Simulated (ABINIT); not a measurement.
# GaSb (F-43m) in ABINIT: single point with PBEsol

Aim: the single point of GaSb with PBEsol.

Everything below comes from runs of ABINIT 10.8.3 (patched build). Logs are shortened: lines on timing, memory, paths and dates and some standing lists are left out, and cuts for length are marked. The log counts tension as positive stress, the text compression.

**What was measured.**

From a printed reference work, data compilation, for a bulk crystal of GaSb at 4.2 K: band gap 0.811 eV (direct).

The runs below are set against these values where they give the same quantity.

### 1 The structure

The structure is cubic, space group F-43m (No. 216). Conventional cell: a = 6.118 Å, b = 6.118 Å, c = 6.118 Å, α = 90.00°, β = 90.00°, γ = 90.00°. Sb (site symmetry -43m) has 4 Ga at 2.65 Å as nearest neighbours. Around Ga (site symmetry -43m) lie 4 Sb at 2.65 Å.

### 2 Single point, PBEsol

Input file run.abi:

```
# Pseudopotentials
pp_dirpath "./"
pseudos "Sb.upf, Ga.upf"

# Structure
acell 3*1.0
rprim
     0.0000000000     5.7806722152     5.7806722152
     5.7806722152     0.0000000000     5.7806722152
     5.7806722152     5.7806722152     0.0000000000
ntypat 2
znucl 51 31
natom 2
typat 1 2
xred
     0.7500000000     0.7500000000     0.7500000000
     0.0000000000     0.0000000000     0.0000000000

# Plane-wave basis
ecut 36.0

# k points
kptopt 1
ngkpt 6 6 6
nshiftk 1
shiftk 0.0 0.0 0.0

# Exchange and correlation
ixc -116133

# Bands and occupations
nband 18
occopt 3
tsmear 0.05 eV

# SCF cycle
nstep 100
tolvrs 1.0e-10

# Output
iomode 3
prtwf 0
prteig 0
prtebands 0
enunit 1
prtden 1
prtvha 1
prtvclmb 1
prtpot 1
prtelf 1
```

Potentials or basis: PseudoDojo NC SR PBEsol v0.4.1 standard.

Launch:

```bash
> mpirun --bind-to none -np 4 abinit run.abi > log 2>&1
```

run.abo:

```text
.Version 10.8.3 of ABINIT
 Symmetries : space group F-4 3 m (#216); Bravais cF (face-center cubic)
================================================================================
 Values of the parameters that define the memory need of the present run
     intxc =       0    ionmov =       0      iscf =       7    lmnmax =       6
     lnmax =       6     mgfft =      48  mpssoang =       3    mqgrid =    3001
     natom =       2  nloc_mem =       1    nspden =       1   nspinor =       1
    nsppol =       1      nsym =      24    n1xccc =    2501    ntypat =       2
    occopt =       3   xclevel =       2
       mpw =        3996          nfft =      110592          nkpt =          16
================================================================================
================================================================================

--------------------------------------------------------------------------------
------------- Echo of variables that govern the present computation ------------
--------------------------------------------------------------------------------
 -outvars: echo values of preprocessed input variables --------
            acell      1.0000000000E+00  1.0000000000E+00  1.0000000000E+00 Bohr
              amu      1.21753000E+02  6.97230000E+01
             ecut      3.60000000E+01 Hartree
           enunit           1
              ixc     -116133
         kptrlatt        6    0    0      0    6    0      0    0    6
          kptrlen      4.90506303E+01
            natom           2
            nband          18
            ngfft          48      48      48
             nkpt          16
            nstep         100
             nsym          24
           ntypat           2
           occopt           3
        prtebands           0
           prteig           0
           prtelf           1
           prtpot           1
         prtvclmb           1
           prtvha           1
            prtwf           0
            rprim      0.0000000000E+00  5.7806722152E+00  5.7806722152E+00
                       5.7806722152E+00  0.0000000000E+00  5.7806722152E+00
                       5.7806722152E+00  5.7806722152E+00  0.0000000000E+00
          spgroup         216
           tolvrs      1.00000000E-10
           tsmear      1.83746611E-03 Hartree
            typat      1  2
           xangst      4.5884999969E+00  4.5884999969E+00  4.5884999969E+00
                       0.0000000000E+00  0.0000000000E+00  0.0000000000E+00
            xcart      8.6710083228E+00  8.6710083228E+00  8.6710083228E+00
                       0.0000000000E+00  0.0000000000E+00  0.0000000000E+00
             xred      7.5000000000E-01  7.5000000000E-01  7.5000000000E-01
                       0.0000000000E+00  0.0000000000E+00  0.0000000000E+00
            znucl       51.00000   31.00000

================================================================================

 chkinp: Checking input parameters for consistency.

[... 105 lines left out ...]

 Integrated electronic density in atomic spheres:
 ------------------------------------------------
 Atom  Sphere_radius  Integrated_density
    1        2.00000         11.23920086
    2        2.00000         10.80619623
================================================================================

 ----iterations are completed or convergence reached----

 Mean square residual over all n,k,spin=   19.082E-10; max=  49.490E-08
 reduced coordinates (array xred) for    2 atoms
       0.750000000000      0.750000000000      0.750000000000
       0.000000000000      0.000000000000      0.000000000000
 rms dE/dt=  1.5232E-27; max dE/dt=  2.1541E-27; dE/dt below (all hartree)
    1       0.000000000000      0.000000000000     -0.000000000000
    2       0.000000000000      0.000000000000      0.000000000000

 cartesian coordinates (angstrom) at end:
    1      4.58849999686311     4.58849999686311     4.58849999686311
    2      0.00000000000000     0.00000000000000     0.00000000000000

 cartesian forces (hartree/bohr) at end:
    1      0.00000000000000     0.00000000000000    -0.00000000000000
    2     -0.00000000000000    -0.00000000000000     0.00000000000000
 frms,max,avg= 1.7838836E-28 2.7948084E-28   0.000E+00  0.000E+00  0.000E+00 h/b

 cartesian forces (eV/Angstrom) at end:
    1      0.00000000000000     0.00000000000000    -0.00000000000000
    2     -0.00000000000000    -0.00000000000000     0.00000000000000
 frms,max,avg= 9.1730981E-27 1.4371483E-26   0.000E+00  0.000E+00  0.000E+00 e/A
 length scales=  1.000000000000  1.000000000000  1.000000000000 bohr
              =  0.529177210544  0.529177210544  0.529177210544 angstroms
 Fermi (or HOMO) energy (eV) =   4.65357   Average Vxc (eV)=  -9.61565
 Eigenvalues (   eV  ) for nkpt=  16  k points:
 kpt#   1, nband= 18, wtk=  0.00463, kpt=  0.0000  0.0000  0.0000 (reduced coord)
 -24.14779  -24.14779  -24.14779  -24.12923  -24.12923  -10.40989  -10.40989  -10.40989
 -10.36082  -10.36082   -6.90157    4.57917    4.60507    4.60507    4.60507    7.37972
   7.37972    7.37972
 prteigrs : prtvol=0 or 1, do not print more k-points.

--- !EnergyTerms
iteration_state     : {dtset: 1, }
comment             : Components of total free energy in Hartree
kinetic             :  1.15725756421115E+02
hartree             :  5.04271996824035E+01
xc                  : -4.32101127370486E+01
Ewald energy        : -9.16498378830171E+01
psp_core            :  3.68656113525348E+00
local_psp           : -1.44956877924945E+02
non_local_psp       : -5.71638544200163E+01
internal            : -1.67141165726255E+02
'-kT*entropy'       : -3.98059337476744E-05
total_energy        : -1.67141205532189E+02
total_energy_eV     : -4.54814390135529E+03
band_energy         : -1.27912985297749E+01
...

 Cartesian components of stress tensor (hartree/bohr^3)
  sigma(1 1)=  4.97822473E-05  sigma(3 2)=  0.00000000E+00
  sigma(2 2)=  4.97822473E-05  sigma(3 1)=  0.00000000E+00
  sigma(3 3)=  4.97822473E-05  sigma(2 1)=  0.00000000E+00

-Cartesian components of stress tensor (GPa)         [Pressure= -1.4646E+00 GPa]
- sigma(1 1)=  1.46464428E+00  sigma(3 2)=  0.00000000E+00
- sigma(2 2)=  1.46464428E+00  sigma(3 1)=  0.00000000E+00
- sigma(3 3)=  1.46464428E+00  sigma(2 1)=  0.00000000E+00

== END DATASET(S) ==============================================================
================================================================================

 -outvars: echo values of variables after computation  --------
            acell      1.0000000000E+00  1.0000000000E+00  1.0000000000E+00 Bohr
           etotal     -1.6714120553E+02
            fcart      9.3160280428E-29  9.3160280428E-29 -2.7948084128E-28
                      -9.3160280428E-29 -9.3160280428E-29  2.7948084128E-28
            rprim      0.0000000000E+00  5.7806722152E+00  5.7806722152E+00
                       5.7806722152E+00  0.0000000000E+00  5.7806722152E+00
                       5.7806722152E+00  5.7806722152E+00  0.0000000000E+00
           strten      4.9782247343E-05  4.9782247343E-05  4.9782247343E-05
                       0.0000000000E+00  0.0000000000E+00  0.0000000000E+00
           xangst      4.5884999969E+00  4.5884999969E+00  4.5884999969E+00
                       0.0000000000E+00  0.0000000000E+00  0.0000000000E+00
             xred      7.5000000000E-01  7.5000000000E-01  7.5000000000E-01
                       0.0000000000E+00  0.0000000000E+00  0.0000000000E+00
 Calculation completed.
```

It took 8.4 s on 4 MPI ranks of AMD EPYC 9R45 (Zen 5), shared host; peak memory 0.36 GiB.

Results:

* Free energy: -4548.1439 eV
* Pressure: -1.5 GPa
* Band gap on the k mesh: none (metal or under the smearing width)
* Valence electrons inside the program's atomic spheres: Sb 11.24; Ga 10.81

Caveat: this crystal is a semiconductor, whose small gap the functional closes, so the metal is an error of the method. The run has no spin-orbit coupling, so splittings on Sb are missing.

### 3 How close it comes

Step 2. Measured gap of GaSb: 0.811 eV (direct; 4.2 K; a printed reference work, data compilation). This calculation gives 0.00 eV (-0.81 eV). Spin-orbit coupling on Ga, Sb is left out. The value is that of PBEsol on a finite k mesh, which can miss the band edges, without temperature or zero-point motion. Semilocal functionals fall short of measured gaps as a rule.
